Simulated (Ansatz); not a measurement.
input.yaml

```yaml
crystal:
  lattice:
    - [3.6514120884, 0.0, 0.0]
    - [-1.8257060442, 3.1622156282, 0.0]
    - [0.0, 0.0, 24.7509639117]
  atoms:
    - { symbol: S, position: [0.6666666667, 0.3333333333, 0.3030185017] }
    - { symbol: Hf, position: [0.0, 0.0, 0.3614732908] }
    - { symbol: S, position: [0.3333333333, 0.6666666667, 0.41992808] }
    - { symbol: S, position: [0.6666666667, 0.3333333333, 0.58007192] }
    - { symbol: Hf, position: [0.0, 0.0, 0.6385267092] }
    - { symbol: S, position: [0.3333333333, 0.6666666667, 0.6969814983] }
basis:
  ecutwfc: 420
kpoints:
  mp_grid: { grid: [13, 13, 1] }
hamiltonian:
  xc: pbe
scf:
  occupations: { method: gaussian, width: 0.05 }
output:
  forces: true
  stress: true
  eigenvalues: true
efield:
  axis: 3
  dipole_correction: true
  ramp_width: 0.04
```

Command:
```bash
ansatz run input.yaml --threads 1 --pin off --max-ram 2560MiB --backend cpu --events-out ev --progress --plain --runs-dir out
```

All numbers below come from DFT PBE, scalar-relativistic, plane waves, PAW in Ansatz.

From the run's log, abridged (iterations and final results):

```
SCF iter   1: F=—  HF=-35060.419822 eV  |F-HF|=—  |Δ(HF+E_count)|=         —  Δρ=1.15e-3  dr2=7.41e-3  ethr=1.77e-3  p=0.000 e·Å  D=1.30e-13 V/Å  ΔV_dip= 0.00 eV  dr2_dipole=5.01e-9  V_vac-E_F(+/−)=5.72/5.72 eV  ⟨swp⟩=6.8  Hψ=3864  notcnv=0  defer=5
efield: sawtooth ramp at fractional position 0.9800 (placed from the atoms, in the widest stretch of the axis that holds none; the zero of the levels goes with the place), width 0.0400; the density the first Hamiltonian is built on has a dipole p = 0.000 e·Å; the dipole correction subtracts the counter field D = 1.30e-13 V/Å, which shifts the + side's vacuum level by  0.00 eV against the − side's; the planar-averaged density in the ramp window peaks in size at 4.2e-5 e/Å³
SCF iter   2: F=—  HF=-35060.418088 eV  |F-HF|=—  |Δ(HF+E_count)|=   1.73e-3  Δρ=6.61e-4  dr2=1.69e-3  ethr=9.74e-6  p= 0.000 e·Å  D=-1.28e-5 V/Å  ΔV_dip=0.00 eV  dr2_dipole=8.29e-9  V_vac-E_F(+/−)=5.72/5.72 eV  ⟨swp⟩=2.4  Hψ=1978  notcnv=0  defer=33
SCF iter   3: F=—  HF=-35060.418516 eV  |F-HF|=—  |Δ(HF+E_count)|=   4.28e-4  Δρ=3.27e-4  dr2=6.33e-4  ethr=2.23e-6  p=0.000 e·Å  D=4.67e-6 V/Å  ΔV_dip= 0.00 eV  dr2_dipole=2.76e-9  V_vac-E_F(+/−)=5.75/5.75 eV  ⟨swp⟩=2.0  Hψ=1144  notcnv=0  defer=33
SCF iter   4: F=—  HF=-35060.418815 eV  |F-HF|=—  |Δ(HF+E_count)|=   2.99e-4  Δρ=7.60e-5  dr2=3.76e-5  ethr=8.33e-7  p= 0.000 e·Å  D=-2.99e-6 V/Å  ΔV_dip=0.00 eV  dr2_dipole=3.80e-10  V_vac-E_F(+/−)=5.75/5.75 eV  ⟨swp⟩=2.1  Hψ=1165  notcnv=0  defer=33
SCF iter   5: F=—  HF=-35060.418763 eV  |F-HF|=—  |Δ(HF+E_count)|=   5.26e-5  Δρ=3.53e-5  dr2=4.36e-6  ethr=4.95e-8  p=0.000 e·Å  D=1.17e-6 V/Å  ΔV_dip= 0.00 eV  dr2_dipole=1.68e-10  V_vac-E_F(+/−)=5.76/5.76 eV  ⟨swp⟩=2.1  Hψ=1522  notcnv=0  defer=33
SCF iter   6: F=—  HF=-35060.418765 eV  |F-HF|=—  |Δ(HF+E_count)|=   2.49e-6  Δρ=1.65e-5  dr2=1.11e-6  ethr=5.74e-9  p= 0.000 e·Å  D=-2.45e-6 V/Å  ΔV_dip=0.00 eV  dr2_dipole=3.78e-10  V_vac-E_F(+/−)=5.76/5.76 eV  ⟨swp⟩=2.0  Hψ=1590  notcnv=0  defer=33
SCF iter   7: F=—  HF=-35060.418766 eV  |F-HF|=—  |Δ(HF+E_count)|=   5.09e-7  Δρ=4.98e-6  dr2=1.02e-7  ethr=1.32e-10  p=0.000 e·Å  D=2.12e-6 V/Å  ΔV_dip= 0.00 eV  dr2_dipole=3.38e-10  V_vac-E_F(+/−)=5.76/5.76 eV  ⟨swp⟩=12.3  Hψ=5403  notcnv=0
SCF iter   8: F=-35060.418766 eV  HF=-35060.418766 eV  |F-HF|=1.22e-8  |Δ(HF+E_count)|=   2.61e-8  Δρ=1.55e-6  dr2=6.02e-9  ethr=1.32e-10  p= 0.000 e·Å  D=-5.98e-7 V/Å  ΔV_dip=0.00 eV  dr2_dipole=2.37e-11  V_vac-E_F(+/−)=5.76/5.76 eV  ⟨swp⟩=6.0  Hψ=3832  notcnv=0
SCF 1 converged in 8 iterations: F = -35060.418766 eV  dr2 = 6.02e-9
SCF converged after 8 iterations
Free energy (F): -35060.418766 eV
Harris-Foulkes:  -35060.418766 eV  (|F-HF|=1.22e-8)
Internal energy: -35060.418766 eV  (E = F + TS)
E sigma→0 (E₀):  -35060.418766 eV
Fermi energy:    1.425138 eV
Dipole field:    D = 0.000005 V/Å  (p = 0.000008 e·Å, saw-weighted, corrected)
Work function:   Φ+ = 5.7591 eV   Φ− = 5.7592 eV
Levels:          The Fermi level and band energies are counted from a zero that moves with the ramp; work functions are not
--- Per-component energies (eV) ---
  E_band       = -1036.989071
  E_kinetic    = 1266.023724
  E_local      = -65454.869958  (includes V_loc(G=0)·N_el)
  E_nonlocal   = -2374.016022
  E_hartree    = 31787.375965
  E_xc         = -987.125094
  E_vxc        = -880.081126  (∫ρ·V_xc dr)
  E_paw        = -16254.391173  (= ΣΔE_a)
  E_vpaw       = 2831.210846  (= ΣTr[D̂ρ^β])
  E_aug_tail   = 0.000004  (compensation charges beyond the density's cutoff)
  E_efield     = 0.000000  (sawtooth field / dipole correction)
  E_vefield    = 0.000000  (∫n·V_field dr)
  E_ewald      = 16956.583789
  E_smearing   =  0.000000  (= −TS)
--- Forces (eV/Å), atoms counted from 1 ---
  atom   1  S      0.00000000     0.00000000     0.00219872
  atom   2  Hf     0.00000000     0.00000000    -0.00055637
  atom   3  S      0.00000000     0.00000000    -0.00178302
  atom   4  S      0.00000000     0.00000000     0.00177618
  atom   5  Hf     0.00000000     0.00000000     0.00056558
  atom   6  S      0.00000000     0.00000000    -0.00220493
--- Stress (GPa, compression-positive) ---
       -0.001926       0.000000       0.000000
        0.000000      -0.001926       0.000000
        0.000000       0.000000      -0.005992
  P = ⅓ Tr σ = -0.0033 GPa (-0.033 kbar)
--- Band table (eV; the first three rows and the last of 21) ---
  k-point 0: bands = ["-61.1682", "-61.1682", "-29.8406", "-29.8406", "-29.7336", "-29.7336", "-29.7336", "-29.7336", "-12.0019", "-11.9847", "-11.2895", "-11.2847", "-11.1300", "-11.1300", "-11.1087", "-11.1087", "-11.1087", "-11.1087", "-11.1026", "-11.1026", "-11.1026", "-11.1026", "-11.0895", "-11.0895", "-10.4484", "-10.4215", "-3.2981", "-3.1371", "-1.8199", "-1.8199", "-1.8177", "-1.8177", "-0.2182", "0.1279", "0.7735", "0.7735", "0.7820", "0.7820", "2.8505", "2.8505", "2.8534", "2.8534", "3.5487", "3.6560", "6.0505", "6.4100"]
  k-point 1: bands = ["-61.1679", "-61.1679", "-29.8386", "-29.8386", "-29.7442", "-29.7442", "-29.7360", "-29.7360", "-11.9388", "-11.9217", "-11.2836", "-11.2790", "-11.1295", "-11.1295", "-11.1079", "-11.1079", "-11.1055", "-11.1054", "-11.1027", "-11.1027", "-11.1026", "-11.1026", "-11.0907", "-11.0907", "-10.4580", "-10.4321", "-3.2228", "-3.0650", "-1.9764", "-1.9531", "-1.7843", "-1.7815", "-0.0581", "0.2417", "0.3389", "0.3556", "0.6029", "0.6132", "2.8791", "2.8851", "3.0636", "3.0664", "3.6734", "3.8044", "6.0510", "6.0798"]
  k-point 2: bands = ["-61.1669", "-61.1669", "-29.8331", "-29.8331", "-29.7732", "-29.7732", "-29.7426", "-29.7426", "-11.7635", "-11.7472", "-11.2664", "-11.2624", "-11.1279", "-11.1279", "-11.1060", "-11.1060", "-11.1056", "-11.1056", "-11.1032", "-11.1031", "-11.0941", "-11.0941", "-11.0889", "-11.0883", "-10.4848", "-10.4618", "-3.0153", "-2.8705", "-2.2684", "-2.2131", "-1.6934", "-1.6891", "-0.5524", "-0.5371", "0.2028", "0.2594", "0.2717", "0.4265", "2.7581", "2.7742", "3.5236", "3.5249", "3.9804", "4.1455", "5.6656", "5.7604"]
  k-point 20: bands = ["-61.1617", "-61.1616", "-29.8709", "-29.8709", "-29.8437", "-29.8437", "-29.8013", "-29.8013", "-11.1936", "-11.1934", "-11.1745", "-11.1743", "-11.1193", "-11.1193", "-11.1138", "-11.1138", "-11.1108", "-11.1108", "-11.1093", "-11.1093", "-11.0931", "-11.0931", "-10.5250", "-10.5228", "-10.4602", "-10.4583", "-3.0352", "-3.0233", "-2.6031", "-2.5787", "-2.4141", "-2.4107", "-1.1598", "-1.1485", "-1.0812", "-1.0272", "-0.8325", "-0.8205", "3.5255", "3.5422", "4.2077", "4.2965", "4.5513", "4.5804", "6.3715", "6.4751"]
```

Self-consistency was reached.

It took 31 s on 1 thread of Intel(R) Xeon(R) Platinum 8375C CPU @ 2.90GHz (Ice Lake), with other jobs on the host, peak memory 0.6 GiB.

Spin–orbit coupling is left out, which can shift energies with elements as heavy as these.